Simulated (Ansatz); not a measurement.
# In: stress in a strained cell

Aim: deform In (zz strain of -2 %) and compute stress, forces and field gradients with LAPW, PAW and all-electron datasets made for the crystal.

Program: Ansatz 0.2.0. Level of theory: DFT PBE, scalar-relativistic. These are calculated values, not measurements.

## 1. The system as given

It takes space group R-3m (No. 166, trigonal). Conventional cell: a = 3.339 Å, b = 3.339 Å, c = 24.622 Å, α = 90.00°, β = 90.00°, γ = 120.00°. In (site symmetry -3m) has 12 In at 3.34 to 3.35 Å as nearest neighbours. Around In (site symmetry 3m) lie 12 In at 3.34 to 3.35 Å.

As a file:

```xyz
3
Lattice="1.6696 0.9640 8.2075 -1.6696 0.9640 8.2075 0.0000 -1.9279 8.2075" Properties=species:S:1:pos:R:3 pbc="T T T"
In    0.0000    0.0000    0.0000
In    0.0000    0.0000   19.1565
In    0.0000    0.0000    5.4659
```

Atoms are numbered in the order of the input: In1, In2, In3.

## 2. The deformed structure

Space group R-3m before, R-3m after.

## 3. Full-potential LAPW

Contents of input.yaml:

```yaml
crystal:
  lattice:
    - [1.6696368166, 0.9639652655, 8.043313985]
    - [-1.6696368166, 0.9639652655, 8.043313985]
    - [0.0, -1.927930531, 8.043313985]
  atoms:
    - { symbol: In, position: [0.0, 0.0, 0.0] }
    - { symbol: In, position: [0.77801224, 0.77801224, 0.77801224] }
    - { symbol: In, position: [0.22198776, 0.22198776, 0.22198776] }
kpoints:
  mp_grid: { grid: [14, 14, 14] }
  band_path:
    path:
      - [0.0, 0.0, 0.0]
      - [0.5, 0.5, 0.5]
      - [0.8237578332, 0.1762421668, 0.5]
      - [0.5, -0.1762421668, 0.1762421668]
      - [0.5, 0.0, 0.0]
      - [0.0, 0.0, 0.0]
      - [0.3381210834, -0.3381210834, 0.0]
      - [0.6618789166, 0.0, 0.3381210834]
      - [0.5, 0.0, 0.5]
    npoints: 5
scf:
  occupations: { method: fermi_dirac, width: 0.05 }
hamiltonian:
  xc: pbe
  pseudopotentials: { kind: all_electron, lapw: { basis_error: 0.0005 } }
output:
  forces: true
  stress: true
  eigenvalues: true
```

Started as:

```
$ ansatz run input.yaml --threads 1 --pin off --max-ram 6144MiB --backend cpu --events-out ev --progress --plain --runs-dir out
```

What it wrote:

```text
LAPW: plane waves up to 7.011 Å⁻¹, error target 5.0e-4 eV per atom; small_component_spin mean_spin; In in spheres of 1.647 Å, 21 of its electrons in bands, Dirac shells []
Engine: ansatz 0.2.0
Pseudopotentials: kind: all_electron
Pseudopotential: In, LAPW, valence charge 21, Koelling and Harmon's equation, gaussian nucleus
Functional definition: PBE
  parameter kappa = 0.804
  parameter beta = 0.06672455060314922
  exchange = pbe_x(kappa = kappa, mu = beta*pi^2/3)
  correlation = pbe_c(beta = beta)
Crystal: 3 atoms, lattice volume = 77.673 Å³
Basis set: ecut = 187.25585008660426 eV, 455 PW (Γ), FFT grids on a1−a3, a2−a3, a3, exchange–correlation at level 2
Bands: 38, of which v1, the nominal top of the filled ones, is band 32 counted from 1 (31 counted from 0)
Symmetry: 12 space group operations
Space group: R-3m (ITA 166), of the structure as read, at distance tolerance 4.3e-5 Å
k-points: 288 of 2744
Non-local potential: In, projectors of the file, none
Initial density: superposition of atomic densities (chi_scale 0.1, normalization cell)
Initial wavefunctions: plane waves of lowest kinetic energy (no species holds an atomic orbital)
Functional: x = pbe(κ = 0.804, μ = 0.2195149727645171), c = pbe(β = 0.06672455060314922)
iter 1 solved again at ethr=2.77e-5 eV; its pass at ethr=1.00e-1 eV (dr2=1.74e-2 eV) is discarded
SCF iter   1: F=—  HF=-480137.952845 eV  |F-HF|=—  |Δ(HF+E_count)|=         —  Δρ=5.63e-3  dr2=1.76e-2  ethr=2.77e-5  ⟨swp⟩=3.4  Hψ=76863  notcnv=0
preconditioner: auto → Kerker (q_TF=auto, 2.635 Å⁻¹)  [metal: Δε(μ)=0.008 eV  Ē_g=15.844 eV  σ=0.050 eV  W_gap=0.04  n_scr=30 (ndim 8)  ℏωp=26.3 eV  f_vac=0.000  D(μ)=1.51/eV (n_scr^D=4)]
SCF iter   2: F=—  HF=-480137.872563 eV  |F-HF|=—  |Δ(HF+E_count)|=   8.03e-2  Δρ=3.13e-3  dr2=6.97e-3  ethr=2.77e-5  ⟨swp⟩=2.0  Hψ=33728  notcnv=0
SCF iter   3: F=—  HF=-480137.867207 eV  |F-HF|=—  |Δ(HF+E_count)|=   5.36e-3  Δρ=2.11e-3  dr2=3.69e-3  ethr=1.11e-5  ⟨swp⟩=2.0  Hψ=33575  notcnv=0
SCF iter   4: F=—  HF=-480137.866629 eV  |F-HF|=—  |Δ(HF+E_count)|=   5.78e-4  Δρ=9.07e-4  dr2=8.95e-4  ethr=5.85e-6  ⟨swp⟩=2.0  Hψ=33574  notcnv=0
iter 5 solved again at ethr=1.00e-7 eV; its pass at ethr=1.42e-6 eV (dr2=6.32e-5 eV) is discarded
SCF iter   5: F=—  HF=-480137.866843 eV  |F-HF|=—  |Δ(HF+E_count)|=   2.14e-4  Δρ=2.26e-4  dr2=6.32e-5  ethr=1.00e-7  ⟨swp⟩=2.0  Hψ=55979  notcnv=0
SCF iter   6: F=—  HF=-480137.866848 eV  |F-HF|=—  |Δ(HF+E_count)|=   5.09e-6  Δρ=4.87e-5  dr2=2.54e-6  ethr=1.00e-7  ⟨swp⟩=2.0  Hψ=33574  notcnv=0
SCF iter   7: F=—  HF=-480137.866848 eV  |F-HF|=—  |Δ(HF+E_count)|=   3.98e-7  Δρ=1.27e-5  dr2=1.54e-7  ethr=4.02e-9  ⟨swp⟩=2.0  Hψ=33579  notcnv=0
SCF iter   8: F=—  HF=-480137.866848 eV  |F-HF|=—  |Δ(HF+E_count)|=   2.42e-8  Δρ=6.67e-6  dr2=2.14e-7  ethr=2.45e-10  ⟨swp⟩=2.0  Hψ=33587  notcnv=0
SCF iter   9: F=-480137.866848 eV  HF=-480137.866848 eV  |F-HF|=7.98e-8  |Δ(HF+E_count)|=   6.03e-8  Δρ=3.57e-6  dr2=6.75e-8  ethr=2.45e-10  ⟨swp⟩=2.0  Hψ=33574  notcnv=0
SCF 1 converged in 9 iterations: F = -480137.866848 eV  dr2 = 6.75e-8
NSCF: frozen V_eff on 41 k-points
SCF converged after 9 iterations
Free energy (F): -480137.866848 eV
Harris-Foulkes:  -480137.866848 eV  (|F-HF|=7.98e-8)
Internal energy: -480137.854466 eV  (E = F + TS)
E sigma→0 (E₀):  -480137.860657 eV
Entropy (-TS):   -0.012382 eV (-4.127 meV/atom)
Fermi energy:    13.741908 eV
--- Per-component energies (eV) ---
  E_band       = -1629.631730
  E_kinetic    = 503964.785784
  E_xc         = -13059.178216
  E_electrostatic = -971043.462034  (all electrons and nuclei)
  E_smearing   = -0.012382  (= −TS)
  E_closure    = 0.000000  (closes the sum)
  E_atoms      = -480130.278485  (free atoms, spherical and without spin; not in F)
  Σ components = -480137.866848   (vs F -480137.866848, Δ=0.00e0)
  Basis errors (estimates in eV, not in F): energy 1.0e-4 per atom: plane waves 1.0e-4 (5.1e-5 summed), levels above the bands 7.7e-50, relativity 7.1e-9, radial functions 2.1e-6, core shells 7.1e-10; eigenvalues (radial functions only) 8.1e-7; not estimated: angular momenta, meshes, grids; target (lapw.basis_error) 5.0e-4; muffin-tin radii In 1.647 Å
--- Forces (eV/Å), atoms counted from 1 ---
  atom   1  In    -0.00000000     0.00000000     0.00000000
  atom   2  In     0.00000000    -0.00000000    -0.02407398
  atom   3  In     0.00000000     0.00000000     0.02407398
  max |Σ_I F_I| component: 6.59e-32 eV/Å
--- Stress (GPa, compression-positive) ---
        2.417262       0.000000       0.000000
        0.000000       2.417262      -0.000000
        0.000000      -0.000000       3.110273
  P = ⅓ Tr σ = 2.6483 GPa (26.483 kbar)
--- Band table (eV; the first three rows and the last of 288) ---
  k-point 0: bands = ["-101.7374", "-101.7335", "-101.7333", "-60.2192", "-60.2155", "-60.2155", "-60.2139", "-60.2128", "-60.2128", "-60.2119", "-60.2119", "-60.2085", "-0.9649", "-0.9633", "-0.9201", "-0.9201", "-0.9084", "-0.8920", "-0.8920", "-0.8806", "-0.8806", "-0.7883", "-0.7883", "-0.6454", "-0.6454", "-0.6322", "-0.6322", "4.1070", "6.6663", "6.6918", "14.4857", "14.5070", "22.3797", "22.3797", "22.4707", "22.4707", "23.9498", "23.9498"]
  k-point 1: bands = ["-101.7374", "-101.7335", "-101.7333", "-60.2191", "-60.2159", "-60.2156", "-60.2138", "-60.2130", "-60.2128", "-60.2121", "-60.2119", "-60.2086", "-0.9624", "-0.9608", "-0.9226", "-0.9138", "-0.9082", "-0.8809", "-0.8783", "-0.8767", "-0.8692", "-0.7934", "-0.7910", "-0.6588", "-0.6442", "-0.6377", "-0.6317", "4.2074", "6.6570", "6.9059", "14.3499", "14.8288", "20.9473", "21.5934", "21.7294", "22.1577", "23.2571", "23.9421"]
  k-point 2: bands = ["-101.7374", "-101.7335", "-101.7332", "-60.2191", "-60.2167", "-60.2158", "-60.2138", "-60.2135", "-60.2131", "-60.2127", "-60.2121", "-60.2088", "-0.9788", "-0.9632", "-0.9210", "-0.9046", "-0.8816", "-0.8720", "-0.8601", "-0.8430", "-0.8364", "-0.8005", "-0.7888", "-0.6842", "-0.6560", "-0.6417", "-0.6301", "4.5105", "6.8407", "7.3354", "14.3918", "15.3331", "18.7668", "19.7157", "20.7942", "21.3093", "22.0811", "22.9889"]
  k-point 287: bands = ["-101.7374", "-101.7335", "-101.7333", "-60.2197", "-60.2156", "-60.2156", "-60.2127", "-60.2127", "-60.2124", "-60.2119", "-60.2119", "-60.2094", "-0.9924", "-0.9244", "-0.9203", "-0.9203", "-0.9178", "-0.8932", "-0.8932", "-0.8836", "-0.8836", "-0.7473", "-0.7473", "-0.7202", "-0.7202", "-0.5938", "-0.5938", "4.7274", "4.7510", "9.5853", "10.3607", "19.9924", "20.0419", "21.9418", "21.9418", "23.3781", "23.3781", "23.5475"]
```

It took 1.9 min on 1 thread of Intel Xeon Platinum 8488C (Sapphire Rapids), shared host; peak memory 1.3 GiB.

This run gives: pressure 2.65 GPa; no gap; largest force 0.024 eV/Å.

## 4. Frozen-core PAW

Contents of input.yaml:

```yaml
crystal:
  lattice:
    - [1.6696368166, 0.9639652655, 8.043313985]
    - [-1.6696368166, 0.9639652655, 8.043313985]
    - [0.0, -1.927930531, 8.043313985]
  atoms:
    - { symbol: In, position: [0.0, 0.0, 0.0] }
    - { symbol: In, position: [0.77801224, 0.77801224, 0.77801224] }
    - { symbol: In, position: [0.22198776, 0.22198776, 0.22198776] }
kpoints:
  mp_grid: { grid: [14, 14, 14] }
scf:
  occupations: { method: fermi_dirac, width: 0.05 }
hamiltonian:
  xc: pbe
  pseudopotentials: { kind: paw }
output:
  forces: true
  stress: true
  eigenvalues: true
  efg: { contact_densities: true }
```

Started as:

```
$ ansatz run input.yaml --threads 1 --pin off --max-ram 6144MiB --backend cpu --events-out ev --progress --plain --runs-dir out
```

What it wrote:

```text
basis.fft_grid_basis auto: the FFT boxes are laid along the combinations [[1, 0, -1], [0, 1, -1], [0, 0, 1]] of the cell's own vectors, 3.339, 3.339 and 8.271 Å long. The dense box has 24×24×60 points. Along the cell's own vectors, as sized, it would have 60×60×60, 6.25 times as many. Of the 12 symmetry operations that the crystal satisfies within crystal.symmetry.tolerance (time reversal apart; of a slab, those that keep its plane) the dense box along the cell's own vectors carries 12, and the one as laid loses 8 of those. basis.fft_grid_basis: typed keeps the cell's own vectors: state it where this run's energies or levels are differenced outside the engine with another run's, or held beside a run that keeps those vectors.
In: output.efg is read without spin–orbit coupling, which moves field gradients at and beside such atoms by some per cent and up to a factor of two; PAW files take it under magnetization.noncollinear and magnetization.spin_orbit
[... 1 set-up line as earlier in the session ...]
Pseudopotentials: kind: paw
Pseudopotential: In, paw, valence charge 13, recommended cutoff 420 eV (normal)
[... 5 set-up lines as earlier in the session ...]
Crystal: 3 atoms, lattice volume = 77.673 Å³
Basis set: ecut = 420 eV, 1539 PW (Γ), FFT grids on a1−a3, a2−a3, a3, exchange–correlation on 48×48×120 points (8 copies of the dense FFT grid, shifted against one another)
Bands: 24, of which v1, the nominal top of the filled ones, is band 20 counted from 1 (19 counted from 0)
[... 2 set-up lines as earlier in the session ...]
k-points: 288 of 2744
Non-local potential: In, projectors of the file, l = 0: 2, l = 1: 2, l = 2: 2, l = 3: 2
PAW form: soft (Blöchl's): semilocal exchange-correlation on the pseudo side does not see the compensation charge
PAW one-centre angular grid: In, 590 points (default); XC on 64 Gauss nodes
Initial density: superposition of atomic densities (neutral atoms: chi_scale 0, normalization atom), corrected by the library's trained network
Initial wavefunctions: pseudopotential atomic-orbital guess
[... 1 set-up line as earlier in the session ...]
SCF iter   1: F=—  HF=-16793.488347 eV  |F-HF|=—  |Δ(HF+E_count)|=         —  Δρ=1.20e-3  dr2=1.04e-3  ethr=1.77e-3  ⟨swp⟩=5.9  Hψ=30725  notcnv=0
preconditioner: auto → Kerker (q_TF=auto, 2.432 Å⁻¹)  [metal: Δε(μ)=0.006 eV  Ē_g=15.241 eV  σ=0.050 eV  W_gap=0.03  n_scr=24 (ndim 8)  ℏωp=26.3 eV  f_vac=0.000  D(μ)=1.50/eV (n_scr^D=4)]
SCF iter   2: F=—  HF=-16793.485374 eV  |F-HF|=—  |Δ(HF+E_count)|=   2.97e-3  Δρ=6.23e-4  dr2=4.74e-4  ethr=2.67e-6  ⟨swp⟩=2.0  Hψ=14909  notcnv=0
SCF iter   3: F=—  HF=-16793.485369 eV  |F-HF|=—  |Δ(HF+E_count)|=   5.36e-6  Δρ=4.67e-4  dr2=1.17e-4  ethr=1.21e-6  ⟨swp⟩=2.0  Hψ=12289  notcnv=0  defer=1
SCF iter   4: F=—  HF=-16793.485353 eV  |F-HF|=—  |Δ(HF+E_count)|=   1.61e-5  Δρ=2.15e-4  dr2=2.37e-5  ethr=3.00e-7  ⟨swp⟩=1.0  Hψ=6818  notcnv=0  defer=1
SCF iter   5: F=—  HF=-16793.485339 eV  |F-HF|=—  |Δ(HF+E_count)|=   1.32e-5  Δρ=4.51e-5  dr2=8.86e-7  ethr=6.07e-8  ⟨swp⟩=2.0  Hψ=12405  notcnv=0  defer=1
SCF iter   6: F=—  HF=-16793.485339 eV  |F-HF|=—  |Δ(HF+E_count)|=   2.05e-7  Δρ=1.63e-5  dr2=1.19e-7  ethr=2.27e-9  ⟨swp⟩=2.2  Hψ=12450  notcnv=0  defer=1
SCF iter   7: F=-16793.485339 eV  HF=-16793.485339 eV  |F-HF|=1.56e-10  |Δ(HF+E_count)|=   5.58e-8  Δρ=7.54e-7  dr2=3.44e-10  ethr=2.56e-10  ⟨swp⟩=5.2  Hψ=22886  notcnv=0
SCF 1 converged in 7 iterations: F = -16793.485339 eV  dr2 = 3.44e-10
SCF converged after 7 iterations
Free energy (F): -16793.485339 eV
Harris-Foulkes:  -16793.485339 eV  (|F-HF|=1.56e-10)
Internal energy: -16793.472958 eV  (E = F + TS)
E sigma→0 (E₀):  -16793.479148 eV
Entropy (-TS):   -0.012382 eV (-4.127 meV/atom)
Fermi energy:    10.423805 eV
--- Per-component energies (eV) ---
  E_band       = -64.731744
  E_kinetic    = 724.639769
  E_local      = -3205.676204  (includes V_loc(G=0)·N_el)
  E_nonlocal   = 1098.233181
  E_hartree    = 1257.606455
  E_xc         = -648.448298
  E_vxc        = -300.540840  (∫ρ·V_xc dr)
  E_paw        = -12456.259793  (= ΣΔE_a)
  E_vpaw       = -896.601353  (= ΣTr[D̂ρ^β])
  E_aug_tail   = 0.000076  (compensation charges beyond the density's cutoff)
  E_ewald      = -3563.568144
  E_smearing   = -0.012382  (= −TS)
  E_closure    = 0.000000  (closes the sum)
  Σ components = -16793.485339   (vs F -16793.485339, Δ=0.00e0)
--- Forces (eV/Å), atoms counted from 1 ---
  atom   1  In     0.00000000     0.00000000     0.00000000
  atom   2  In    -0.00000000    -0.00000000    -0.02426869
  atom   3  In     0.00000000     0.00000000     0.02426869
  max |Σ_I F_I| component: 4.63e-18 eV/Å
--- Stress (GPa, compression-positive) ---
        2.416390       0.000000       0.000000
        0.000000       2.416390      -0.000000
        0.000000      -0.000000       3.109549
  P = ⅓ Tr σ = 2.6474 GPa (26.474 kbar)
--- PAW observables at the nuclei: V_zz in 10²¹ V/m², potentials from the cell's mean, atoms counted from 1 ---
  atom   1  In V_zz =    -0.342875   η = 0.0000   by run symmetry: allowed
            electrostatic potential = -7940.570008 V   contact ρ = 1133081.394475 e/Å³
  atom   2  In V_zz =    -1.126778   η = 0.0000   by run symmetry: allowed
            electrostatic potential = -7940.572589 V   contact ρ = 1133079.772270 e/Å³
  atom   3  In V_zz =    -1.126778   η = 0.0000   by run symmetry: allowed
            electrostatic potential = -7940.572589 V   contact ρ = 1133079.772270 e/Å³
--- Band table (eV; the first three rows and the last of 288) ---
  k-point 0: bands = ["-4.2823", "-4.2803", "-4.2375", "-4.2375", "-4.2256", "-4.2094", "-4.2094", "-4.1980", "-4.1980", "-4.1055", "-4.1055", "-3.9624", "-3.9624", "-3.9494", "-3.9494", "0.7889", "3.3481", "3.3736", "11.1677", "11.1889", "19.0618", "19.0618", "19.1530", "19.1530"]
  k-point 1: bands = ["-4.2795", "-4.2781", "-4.2400", "-4.2310", "-4.2256", "-4.1982", "-4.1956", "-4.1941", "-4.1867", "-4.1106", "-4.1083", "-3.9758", "-3.9612", "-3.9548", "-3.9489", "0.8893", "3.3388", "3.5877", "11.0318", "11.5107", "17.6294", "18.2756", "18.4114", "18.8400"]
  k-point 2: bands = ["-4.2961", "-4.2805", "-4.2383", "-4.2218", "-4.1989", "-4.1893", "-4.1774", "-4.1604", "-4.1538", "-4.1178", "-4.1061", "-4.0013", "-3.9732", "-3.9587", "-3.9472", "1.1924", "3.5225", "4.0173", "11.0738", "12.0151", "15.4489", "16.3978", "17.4762", "17.9914"]
  k-point 287: bands = ["-4.3096", "-4.2417", "-4.2377", "-4.2377", "-4.2348", "-4.2106", "-4.2106", "-4.2010", "-4.2010", "-4.0644", "-4.0644", "-4.0375", "-4.0375", "-3.9109", "-3.9109", "1.4093", "1.4328", "6.2673", "7.0424", "16.6745", "16.7241", "18.6239", "18.6239", "20.0597"]
```

It took 21 s on 1 thread of Intel Xeon Platinum 8488C (Sapphire Rapids), shared host; peak memory 0.71 GiB.

In short: pressure 2.65 GPa; no gap; largest force 0.024 eV/Å; Vzz In1 -0.34 (η = 0.00), In2 -1.13 (η = 0.00) (10²¹ V/m²).

[end of part 1 of 2]
